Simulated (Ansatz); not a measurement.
## In on a Ga site in GaAs

Level of theory: PBE, no spin polarisation, scalar-relativistic; Ansatz, plane waves to 420 eV (PAW set soft_2), k-mesh 3×3×3.

The relaxed host crystal (Kohn–Sham gap 0.16 eV on this mesh):

```yaml
crystal:
  lattice:
    - [0.00000, 2.87299, 2.87299]
    - [2.87299, 0.00000, 2.87299]
    - [2.87299, 2.87299, 0.00000]
  atoms:
    - { symbol: Ga, position: [0.00000, 0.00000, 0.00000] }
    - { symbol: As, position: [0.25000, 0.25000, 0.25000] }
```

Supercell of 32 atoms, rows of the matrix [[1,1,-3],[1,1,1],[1,-3,1]] times the cell vectors; In on a Ga site at (0.000, 0.000, 0.000) in fractions of the cell above. Atoms are relaxed at the host's cell.

Question: How does the lattice relax around the defect?

Answer: Distances from the In atom (Å), by shell of the perfect crystal:

```
shell  perfect crystal  relaxed, charge 0
 4 As             2.49               2.62
```

```csv
charge,gap of the cell on the mesh (eV)
0,0.18
```

Formation energy of the neutral defect: 0.38 eV, taking atoms from and to the elements' standard states (no corrections for gases), so it belongs to those chemical potentials alone.

Relaxed cell at charge 0:

```
GaAs In_Ga charge 0
1.0
    -5.7460   -5.7460    5.7460
     5.7460    5.7460    5.7460
    -5.7460    5.7460   -5.7460
In Ga As
1 15 16
Direct
  0.2500 0.5000 0.2500
  0.5024 0.5000 0.9983
  0.2500 0.7524 0.9983
  0.7500 0.5000 0.7500
  0.5017 0.7517 0.7541
  0.2500 0.0000 0.7500
  0.9983 0.5000 0.5024
  0.7541 0.7517 0.5017
  0.5017 0.0041 0.5017
  0.2500 0.2483 0.5024
  0.9983 0.7524 0.2500
  0.7500 0.0000 0.2500
  0.5024 0.2483 0.2500
  0.9976 0.9959 0.9976
  0.7459 0.2476 0.9976
  0.9976 0.2476 0.7459
  0.9867 0.2367 0.9867
  0.2500 0.2492 0.7515
  0.9992 0.5000 0.7515
  0.5008 0.2522 0.5008
  0.2500 0.5000 0.5133
  0.0022 0.7508 0.5008
  0.7515 0.2492 0.2500
  0.5133 0.5000 0.2500
  0.2500 0.7633 0.2500
  0.9992 0.0015 0.2500
  0.7515 0.5000 0.9992
  0.5008 0.7508 0.0022
  0.2500 0.0015 0.9992
  0.7485 0.7478 0.7485
  0.4978 0.9985 0.7485
  0.7485 0.9985 0.4978
```

Caveats: small supercell, so energies and levels can be off by tenths of an eV; the atoms kept the symmetry of the start, so a distorted state could lie lower.
